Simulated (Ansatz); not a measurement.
# HfO₂: a line through a two-coordinate scan

One line of a two-coordinate grid on HfO2 (P4_2/mnm, No. 136; 6 atoms in the cell): amplitude of mode 4 (92 cm⁻¹) is varied, at amplitude of mode 5 (120 cm⁻¹) = −0.129 Å.

Method: DFT PBEsol, scalar-relativistic, plane waves, PAW, in Ansatz 0.2.0.

3 further runs of the same task are left out: 3 set aside as unsound or not needed. Runs told in other sessions of the task aren't counted.

**1. The system as given**

The structure is tetragonal, space group P4_2/mnm (No. 136). Conventional cell: a = 4.831 Å, b = 4.831 Å, c = 3.210 Å, α = 90.00°, β = 90.00°, γ = 90.00°. Around Hf (site symmetry mmm) lie 6 O at 2.08 to 2.09 Å. Around O (site symmetry m2m) lie 3 Hf at 2.08 to 2.09 Å.

Structure file:

```
CELL_PARAMETERS angstrom
4.83078 0.00000 0.00000
0.00000 4.83078 0.00000
0.00000 0.00000 3.21018
ATOMIC_POSITIONS crystal
Hf 0.00000 0.00000 0.00000
Hf 0.50000 0.50000 0.50000
O 0.19498 0.80502 0.50000
O 0.30502 0.30502 0.00000
O 0.69498 0.69498 0.00000
O 0.80502 0.19498 0.50000
```

It goes back to an entry of the Materials Project, which need not be the stable form.

This cell was relaxed beforehand with the same method: volume 12.49 Å³/atom, gap on the mesh 3.89 eV.

**2. What is varied**

The energy is mapped over two normal modes frozen in (zone-centre modes of the cell shown).

First coordinate, amplitude of mode 4 (92 cm⁻¹), largest displacement: 9 values from −0.199 Å. Second coordinate, amplitude of mode 5 (120 cm⁻¹), largest displacement: 9 values from −0.515 Å.

Nothing else is relaxed (the cell and all other modes fixed). Energies count from the relaxed high-symmetry cell. Points are written as (first, second).

The modes come from a phonon run on the reference cell, made beforehand.

The patterns, per unit of each coordinate (Å):

| atom | x1 | y1 | z1 | x2 | y2 | z2 |
| --- | --- | --- | --- | --- | --- | --- |
| Hf1 | 0.000 | 0.000 | 1.000 | 0.000 | 0.000 | 0.000 |
| Hf2 | 0.000 | 0.000 | -1.000 | 0.000 | 0.000 | 0.000 |
| O3 | 0.000 | 0.000 | 0.378 | 0.707 | 0.707 | 0.000 |
| O4 | 0.000 | 0.000 | -0.378 | -0.707 | 0.707 | 0.000 |
| O5 | 0.000 | 0.000 | -0.378 | 0.707 | -0.707 | 0.000 |
| O6 | 0.000 | 0.000 | 0.378 | -0.707 | -0.707 | 0.000 |

**3. Point (−0.199 Å, −0.129 Å)**

Contents of input.yaml:

```yaml
crystal:
  lattice:
    - [4.8307835077, 0.0, 0.0]
    - [0.0, 4.8307835077, 0.0]
    - [0.0, 0.0, 3.2101828971]
  atoms:
    - { symbol: Hf, position: [0.0, 0.0, -0.0619902374] }
    - { symbol: Hf, position: [0.5, 0.5, 0.5619902374] }
    - { symbol: O, position: [0.1761297406, 0.7861640144, 0.4765930888] }
    - { symbol: O, position: [0.3238702594, 0.2861640144, 0.0234069112] }
    - { symbol: O, position: [0.6761297406, 0.7138359856, 0.0234069112] }
    - { symbol: O, position: [0.8238702594, 0.2138359856, 0.4765930888] }
basis:
  ecutwfc: 520.0
kpoints:
  mp_grid: { grid: [6, 6, 8] }
hamiltonian:
  xc: pbesol
  pseudopotentials: { kind: paw, azcp: { folder: soft_1 } }
scf:
  occupations: { method: gaussian, width: 0.05 }
output:
  forces: true
  stress: true
  eigenvalues: true
```

On the command line:

```
$ ansatz run input.yaml --threads 2 --pin off --max-ram 4096MiB --backend cpu --events-out ev --progress --plain --runs-dir out
```

Log (excerpt; [...] marks lines left out):

```text
Warning: <dir> the record states the generating functional pbe (its physics header spells it `PBE`), which answers neither for hamiltonian.xc's functional nor for the pbesol family's — results may be inconsistent (PPs are generated against a specific XC)
[...]
Warning: RAYON_NUM_THREADS=2 ignored (pool sized by the plan → 2); use --threads N
[...]
Pseudopotentials: kind: paw
Pseudopotential: Hf, paw, valence charge 26, recommended cutoff 420 eV (normal), <dir>
Pseudopotential: O, paw, valence charge 6, recommended cutoff 420 eV (normal), <dir>
Functional definition: PBEsol
[...]
Crystal: 6 atoms, lattice volume = 74.914 Å³
Basis set: ecut = 520 eV, 1955 PW (Γ), exchange–correlation on 72×72×48 points (8 copies of the dense FFT grid, shifted against one another)
Bands: 46, of which v1, the nominal top of the filled ones, is band 38 counted from 1 (37 counted from 0)
Symmetry: 4 space group operations
Space group: P21212 (ITA 18), of the structure as read, at distance tolerance 4.2e-5 Å
k-points: 80 of 288 (time reversal used)
[...]
SCF iter   1: F=—  HF=-33453.186459 eV  |F-HF|=—  |Δ(HF+E_count)|=         —  Δρ=9.10e-2  dr2=5.22e0  ethr=3.10e-3  ⟨swp⟩=5.6  Hψ=11908  notcnv=0  defer=3
[...]
SCF iter  10: F=-33451.530412 eV  HF=-33451.530412 eV  |F-HF|=3.19e-9  |Δ(HF+E_count)|=   1.15e-7  Δρ=2.69e-6  dr2=4.37e-9  ethr=1.32e-10  ⟨swp⟩=10.0  Hψ=16366  notcnv=0
[...]
SCF converged after 10 iterations
Free energy (F): -33451.530412 eV
[...]
E sigma→0 (E₀):  -33451.530412 eV
Fermi energy:    13.283227 eV
[...]
--- Forces (eV/Å), atoms counted from 1 ---
  atom   1  Hf     0.00000000     0.00000000     1.26029644
  atom   2  Hf     0.00000000     0.00000000    -1.26029644
  atom   3  O      0.34882727    -0.18174448     0.04934500
  atom   4  O     -0.34882727    -0.18174448    -0.04934500
  atom   5  O      0.34882727     0.18174448    -0.04934500
  atom   6  O     -0.34882727     0.18174448     0.04934500
[...]
--- Stress (GPa, compression-positive) ---
       -0.423863       0.000000       0.000000
        0.000000      -1.017061       0.000000
        0.000000       0.000000       1.098184
  P = ⅓ Tr σ = -0.1142 GPa (-1.142 kbar)
--- Band table (eV; the first three rows and the last of 80) ---
[...]
```

It took 38 s on 2 threads of Arm Neoverse N1, shared host; peak memory 0.51 GiB.

Energy on the map's scale: 0.27 eV.

**4. The run at (−0.149 Å, −0.129 Å)**

Contents of input.yaml:

```yaml
crystal:
  lattice:
    - [4.8307835077, 0.0, 0.0]
    - [0.0, 4.8307835077, 0.0]
    - [0.0, 0.0, 3.2101828971]
  atoms:
    - { symbol: Hf, position: [0.0, 0.0, -0.0464771026] }
    - { symbol: Hf, position: [0.5, 0.5, 0.5464771026] }
    - { symbol: O, position: [0.1761297406, 0.7861640144, 0.4824506977] }
    - { symbol: O, position: [0.3238702594, 0.2861640144, 0.0175493023] }
    - { symbol: O, position: [0.6761297406, 0.7138359856, 0.0175493023] }
    - { symbol: O, position: [0.8238702594, 0.2138359856, 0.4824506977] }
basis:
  ecutwfc: 520.0
kpoints:
  mp_grid: { grid: [6, 6, 8] }
hamiltonian:
  xc: pbesol
  pseudopotentials: { kind: paw, azcp: { folder: soft_1 } }
scf:
  occupations: { method: gaussian, width: 0.05 }
output:
  forces: true
  stress: true
  eigenvalues: true
```

On the command line:

```
$ ansatz run input.yaml --threads 2 --pin off --max-ram 4096MiB --backend cpu --events-out ev --progress --plain --runs-dir out
```

Log (excerpt; [...] marks lines left out):

```text
Warning: <dir> the record states the generating functional pbe (its physics header spells it `PBE`), which answers neither for hamiltonian.xc's functional nor for the pbesol family's — results may be inconsistent (PPs are generated against a specific XC)
[...]
Warning: RAYON_NUM_THREADS=2 ignored (pool sized by the plan → 2); use --threads N
[...]
Pseudopotentials: kind: paw
Pseudopotential: Hf, paw, valence charge 26, recommended cutoff 420 eV (normal), <dir>
Pseudopotential: O, paw, valence charge 6, recommended cutoff 420 eV (normal), <dir>
Functional definition: PBEsol
[...]
Crystal: 6 atoms, lattice volume = 74.914 Å³
Basis set: ecut = 520 eV, 1955 PW (Γ), exchange–correlation on 72×72×48 points (8 copies of the dense FFT grid, shifted against one another)
Bands: 46, of which v1, the nominal top of the filled ones, is band 38 counted from 1 (37 counted from 0)
Symmetry: 4 space group operations
Space group: P21212 (ITA 18), of the structure as read, at distance tolerance 4.2e-5 Å
k-points: 80 of 288 (time reversal used)
[...]
SCF iter   1: F=—  HF=-33453.238980 eV  |F-HF|=—  |Δ(HF+E_count)|=         —  Δρ=9.00e-2  dr2=5.04e0  ethr=3.10e-3  ⟨swp⟩=5.7  Hψ=11876  notcnv=0  defer=2
[...]
SCF iter  10: F=-33451.640319 eV  HF=-33451.640319 eV  |F-HF|=2.96e-9  |Δ(HF+E_count)|=   1.13e-7  Δρ=2.58e-6  dr2=4.12e-9  ethr=1.32e-10  ⟨swp⟩=10.3  Hψ=15912  notcnv=0
[...]
SCF converged after 10 iterations
Free energy (F): -33451.640319 eV
[...]
E sigma→0 (E₀):  -33451.640319 eV
Fermi energy:    13.250048 eV
[...]
--- Forces (eV/Å), atoms counted from 1 ---
  atom   1  Hf     0.00000000     0.00000000     0.88340228
  atom   2  Hf     0.00000000     0.00000000    -0.88340228
  atom   3  O      0.22388057    -0.04841391     0.04522293
  atom   4  O     -0.22388057    -0.04841391    -0.04522293
  atom   5  O      0.22388057     0.04841391    -0.04522293
  atom   6  O     -0.22388057     0.04841391     0.04522293
[...]
--- Stress (GPa, compression-positive) ---
       -0.465129       0.000000       0.000000
        0.000000      -1.468168       0.000000
        0.000000       0.000000       0.237707
  P = ⅓ Tr σ = -0.5652 GPa (-5.652 kbar)
--- Band table (eV; the first three rows and the last of 80) ---
[...]
```

It took 37 s on 2 threads of Arm Neoverse N1, shared host; peak memory 0.51 GiB.

Energy on the map's scale: 0.16 eV.

**5. Point (−0.100 Å, −0.129 Å)**

Contents of input.yaml:

```yaml
crystal:
  lattice:
    - [4.8307835077, 0.0, 0.0]
    - [0.0, 4.8307835077, 0.0]
    - [0.0, 0.0, 3.2101828971]
  atoms:
    - { symbol: Hf, position: [0.0, 0.0, -0.0309951187] }
    - { symbol: Hf, position: [0.5, 0.5, 0.5309951187] }
    - { symbol: O, position: [0.1761297406, 0.7861640144, 0.4882965444] }
    - { symbol: O, position: [0.3238702594, 0.2861640144, 0.0117034556] }
    - { symbol: O, position: [0.6761297406, 0.7138359856, 0.0117034556] }
    - { symbol: O, position: [0.8238702594, 0.2138359856, 0.4882965444] }
basis:
  ecutwfc: 520.0
kpoints:
  mp_grid: { grid: [6, 6, 8] }
hamiltonian:
  xc: pbesol
  pseudopotentials: { kind: paw, azcp: { folder: soft_1 } }
scf:
  occupations: { method: gaussian, width: 0.05 }
output:
  forces: true
  stress: true
  eigenvalues: true
```

On the command line:

```
$ ansatz run input.yaml --threads 2 --pin off --max-ram 4096MiB --backend cpu --events-out ev --progress --plain --runs-dir out
```

Log (excerpt; [...] marks lines left out):

```text
Warning: <dir> the record states the generating functional pbe (its physics header spells it `PBE`), which answers neither for hamiltonian.xc's functional nor for the pbesol family's — results may be inconsistent (PPs are generated against a specific XC)
[...]
Warning: RAYON_NUM_THREADS=2 ignored (pool sized by the plan → 2); use --threads N
[...]
Pseudopotentials: kind: paw
Pseudopotential: Hf, paw, valence charge 26, recommended cutoff 420 eV (normal), <dir>
Pseudopotential: O, paw, valence charge 6, recommended cutoff 420 eV (normal), <dir>
Functional definition: PBEsol
[...]
Crystal: 6 atoms, lattice volume = 74.914 Å³
Basis set: ecut = 520 eV, 1955 PW (Γ), exchange–correlation on 72×72×48 points (8 copies of the dense FFT grid, shifted against one another)
Bands: 46, of which v1, the nominal top of the filled ones, is band 38 counted from 1 (37 counted from 0)
Symmetry: 4 space group operations
Space group: P21212 (ITA 18), of the structure as read, at distance tolerance 4.2e-5 Å
k-points: 80 of 288 (time reversal used)
[...]
SCF iter   1: F=—  HF=-33453.272386 eV  |F-HF|=—  |Δ(HF+E_count)|=         —  Δρ=8.93e-2  dr2=4.91e0  ethr=3.10e-3  ⟨swp⟩=5.8  Hψ=11869  notcnv=0  defer=3
[...]
SCF iter  10: F=-33451.714559 eV  HF=-33451.714559 eV  |F-HF|=2.97e-9  |Δ(HF+E_count)|=   1.06e-7  Δρ=2.46e-6  dr2=3.80e-9  ethr=1.32e-10  ⟨swp⟩=10.4  Hψ=15854  notcnv=0
[...]
SCF converged after 10 iterations
Free energy (F): -33451.714559 eV
[...]
E sigma→0 (E₀):  -33451.714559 eV
Fermi energy:    13.226212 eV
[...]
--- Forces (eV/Å), atoms counted from 1 ---
  atom   1  Hf     0.00000000     0.00000000     0.55768675
  atom   2  Hf     0.00000000     0.00000000    -0.55768675
  atom   3  O      0.13138363     0.04931219     0.03355576
  atom   4  O     -0.13138363     0.04931219    -0.03355576
  atom   5  O      0.13138363    -0.04931219    -0.03355576
  atom   6  O     -0.13138363    -0.04931219     0.03355576
[...]
--- Stress (GPa, compression-positive) ---
       -0.433702       0.000000       0.000000
        0.000000      -1.740105       0.000000
        0.000000       0.000000      -0.409271
  P = ⅓ Tr σ = -0.8610 GPa (-8.610 kbar)
--- Band table (eV; the first three rows and the last of 80) ---
[...]
```

It took 38 s on 2 threads of Arm Neoverse N1, shared host; peak memory 0.51 GiB.

On the map this point reads 0.09 eV.

**6. The run at (−0.050 Å, −0.129 Å)**

Contents of input.yaml:

```yaml
crystal:
  lattice:
    - [4.8307835077, 0.0, 0.0]
    - [0.0, 4.8307835077, 0.0]
    - [0.0, 0.0, 3.2101828971]
  atoms:
    - { symbol: Hf, position: [0.0, 0.0, -0.0155131348] }
    - { symbol: Hf, position: [0.5, 0.5, 0.5155131348] }
    - { symbol: O, position: [0.1761297406, 0.7861640144, 0.4941423911] }
    - { symbol: O, position: [0.3238702594, 0.2861640144, 0.0058576089] }
    - { symbol: O, position: [0.6761297406, 0.7138359856, 0.0058576089] }
    - { symbol: O, position: [0.8238702594, 0.2138359856, 0.4941423911] }
basis:
  ecutwfc: 520.0
kpoints:
  mp_grid: { grid: [6, 6, 8] }
hamiltonian:
  xc: pbesol
  pseudopotentials: { kind: paw, azcp: { folder: soft_1 } }
scf:
  occupations: { method: gaussian, width: 0.05 }
output:
  forces: true
  stress: true
  eigenvalues: true
```

On the command line:

```
$ ansatz run input.yaml --threads 2 --pin off --max-ram 4096MiB --backend cpu --events-out ev --progress --plain --runs-dir out
```

Log (excerpt; [...] marks lines left out):

```text
Warning: <dir> the record states the generating functional pbe (its physics header spells it `PBE`), which answers neither for hamiltonian.xc's functional nor for the pbesol family's — results may be inconsistent (PPs are generated against a specific XC)
[...]
Warning: RAYON_NUM_THREADS=2 ignored (pool sized by the plan → 2); use --threads N
[...]
Pseudopotentials: kind: paw
Pseudopotential: Hf, paw, valence charge 26, recommended cutoff 420 eV (normal), <dir>
Pseudopotential: O, paw, valence charge 6, recommended cutoff 420 eV (normal), <dir>
Functional definition: PBEsol
[...]
Crystal: 6 atoms, lattice volume = 74.914 Å³
Basis set: ecut = 520 eV, 1955 PW (Γ), exchange–correlation on 72×72×48 points (8 copies of the dense FFT grid, shifted against one another)
Bands: 46, of which v1, the nominal top of the filled ones, is band 38 counted from 1 (37 counted from 0)
Symmetry: 4 space group operations
Space group: P21212 (ITA 18), of the structure as read, at distance tolerance 4.2e-5 Å
k-points: 80 of 288 (time reversal used)
[...]
SCF iter   1: F=—  HF=-33453.290648 eV  |F-HF|=—  |Δ(HF+E_count)|=         —  Δρ=8.89e-2  dr2=4.83e0  ethr=3.10e-3  ⟨swp⟩=5.7  Hψ=11890  notcnv=0  defer=4
[...]
SCF iter  10: F=-33451.757352 eV  HF=-33451.757352 eV  |F-HF|=2.65e-9  |Δ(HF+E_count)|=   1.05e-7  Δρ=2.64e-6  dr2=4.32e-9  ethr=1.32e-10  ⟨swp⟩=10.5  Hψ=15914  notcnv=0
[...]
SCF converged after 10 iterations
Free energy (F): -33451.757352 eV
[...]
E sigma→0 (E₀):  -33451.757352 eV
Fermi energy:    13.211835 eV
[...]
--- Forces (eV/Å), atoms counted from 1 ---
  atom   1  Hf     0.00000000     0.00000000     0.26918182
  atom   2  Hf     0.00000000     0.00000000    -0.26918182
  atom   3  O      0.07433613     0.10917539     0.01770357
  atom   4  O     -0.07433613     0.10917539    -0.01770357
  atom   5  O      0.07433613    -0.10917539    -0.01770357
  atom   6  O     -0.07433613    -0.10917539     0.01770357
[...]
--- Stress (GPa, compression-positive) ---
       -0.388302       0.000000       0.000000
        0.000000      -1.881745       0.000000
        0.000000       0.000000      -0.813191
  P = ⅓ Tr σ = -1.0277 GPa (-10.277 kbar)
--- Band table (eV; the first three rows and the last of 80) ---
[...]
```

Wall time 37 s (2 threads of Arm Neoverse N1, shared host); peak memory 0.51 GiB.

That is 0.045 eV from the zero.

**7. Point (0.000 Å, −0.129 Å)**

Contents of input.yaml:

```yaml
crystal:
  lattice:
    - [4.8307835077, 0.0, 0.0]
    - [0.0, 4.8307835077, 0.0]
    - [0.0, 0.0, 3.2101828971]
  atoms:
    - { symbol: Hf, position: [0.0, 0.0, 0.0] }
    - { symbol: Hf, position: [0.5, 0.5, 0.5] }
    - { symbol: O, position: [0.1761297406, 0.7861640144, 0.5] }
    - { symbol: O, position: [0.3238702594, 0.2861640144, 0.0] }
    - { symbol: O, position: [0.6761297406, 0.7138359856, 0.0] }
    - { symbol: O, position: [0.8238702594, 0.2138359856, 0.5] }
basis:
  ecutwfc: 520.0
kpoints:
  mp_grid: { grid: [6, 6, 8] }
hamiltonian:
  xc: pbesol
  pseudopotentials: { kind: paw, azcp: { folder: soft_1 } }
scf:
  occupations: { method: gaussian, width: 0.05 }
output:
  forces: true
  stress: true
  eigenvalues: true
```

On the command line:

```
$ ansatz run input.yaml --threads 2 --pin off --max-ram 4096MiB --backend cpu --events-out ev --progress --plain --runs-dir out
```

Log (excerpt; [...] marks lines left out):

```text
Warning: <dir> the record states the generating functional pbe (its physics header spells it `PBE`), which answers neither for hamiltonian.xc's functional nor for the pbesol family's — results may be inconsistent (PPs are generated against a specific XC)
[...]
Warning: RAYON_NUM_THREADS=2 ignored (pool sized by the plan → 2); use --threads N
[...]
Pseudopotentials: kind: paw
Pseudopotential: Hf, paw, valence charge 26, recommended cutoff 420 eV (normal), <dir>
Pseudopotential: O, paw, valence charge 6, recommended cutoff 420 eV (normal), <dir>
Functional definition: PBEsol
[...]
Crystal: 6 atoms, lattice volume = 74.914 Å³
Basis set: ecut = 520 eV, 1955 PW (Γ), exchange–correlation on 72×72×48 points (8 copies of the dense FFT grid, shifted against one another)
Bands: 46, of which v1, the nominal top of the filled ones, is band 38 counted from 1 (37 counted from 0)
Symmetry: 8 space group operations
Space group: Pnnm (ITA 58), of the structure as read, at distance tolerance 4.2e-5 Å
k-points: 80 of 288
[...]
SCF iter   1: F=—  HF=-33453.296480 eV  |F-HF|=—  |Δ(HF+E_count)|=         —  Δρ=8.88e-2  dr2=4.81e0  ethr=3.10e-3  ⟨swp⟩=5.6  Hψ=11921  notcnv=0  defer=5
[...]
SCF iter  10: F=-33451.771343 eV  HF=-33451.771343 eV  |F-HF|=2.91e-9  |Δ(HF+E_count)|=   1.05e-7  Δρ=2.35e-6  dr2=3.61e-9  ethr=1.32e-10  ⟨swp⟩=10.7  Hψ=16131  notcnv=0
[...]
SCF converged after 10 iterations
Free energy (F): -33451.771343 eV
[...]
E sigma→0 (E₀):  -33451.771343 eV
Fermi energy:    13.207015 eV
[...]
--- Forces (eV/Å), atoms counted from 1 ---
  atom   1  Hf     0.00000000     0.00000000     0.00000000
  atom   2  Hf     0.00000000     0.00000000     0.00000000
  atom   3  O      0.05499840     0.12939785     0.00000000
  atom   4  O     -0.05499840     0.12939785     0.00000000
  atom   5  O      0.05499840    -0.12939785     0.00000000
  atom   6  O     -0.05499840    -0.12939785     0.00000000
[...]
--- Stress (GPa, compression-positive) ---
       -0.368381       0.000000       0.000000
        0.000000      -1.925216       0.000000
        0.000000       0.000000      -0.950963
  P = ⅓ Tr σ = -1.0815 GPa (-10.815 kbar)
--- Band table (eV; the first three rows and the last of 80) ---
[...]
```

It took 23 s on 2 threads of Arm Neoverse N1, shared host; peak memory 0.53 GiB.

That is 0.031 eV from the zero.

**8. The line in numbers**

| amplitude of mode 4 (92 cm⁻¹), largest displacement (Å) | step | energy (eV) | slope (eV per Å) | pressure (GPa) | band gap on the k-mesh (eV) | largest force on an atom (eV/Å) |
| --- | --- | --- | --- | --- | --- | --- |
| −0.199 | 3 | 0.27 | −2.60 | −0.11 | 4.13 | 1.26 |
| −0.149 | 4 | 0.16 | −1.84 | −0.56 | 4.04 | 0.88 |
| −0.100 | 5 | 0.09 | −1.17 | −0.86 | 3.97 | 0.56 |
| −0.050 | 6 | 0.045 | −0.57 | −1.03 | 3.93 | 0.27 |
| 0.000 | 7 | 0.031 | 0.00 | −1.08 | 3.92 | 0.14 |
| 0.050 | – | 0.045 | 0.57 | −1.03 | 3.93 | 0.27 |
| 0.100 | – | 0.09 | 1.17 | −0.86 | 3.97 | 0.56 |
| 0.149 | – | 0.16 | 1.84 | −0.56 | 4.04 | 0.88 |
| 0.199 | – | 0.27 | 2.60 | −0.11 | 4.13 | 1.26 |

Energies count from the relaxed high-symmetry cell. Rows without a step come from runs not printed here or follow by symmetry. Slopes come from the forces (and the stress, where the cell changes), not from differences of energies.

In words: Of the points computed the energy is lowest at 0.000 Å, 0.031 eV from the zero. Energies and slopes round the minimum, fitted together, put the minimum at 0.0000 Å, with a curvature of about 11 eV per Å². The highest point computed, at −0.199 Å, lies 0.24 eV above the lowest. This is one cut through a surface in two coordinates; the map's lowest point lies off it. Spin-orbit coupling is left out, which matters for the bands of Hf.

The gaps are Kohn-Sham values of a semilocal functional, not quasiparticle or optical gaps. Such gaps usually fall short of the measured ones.
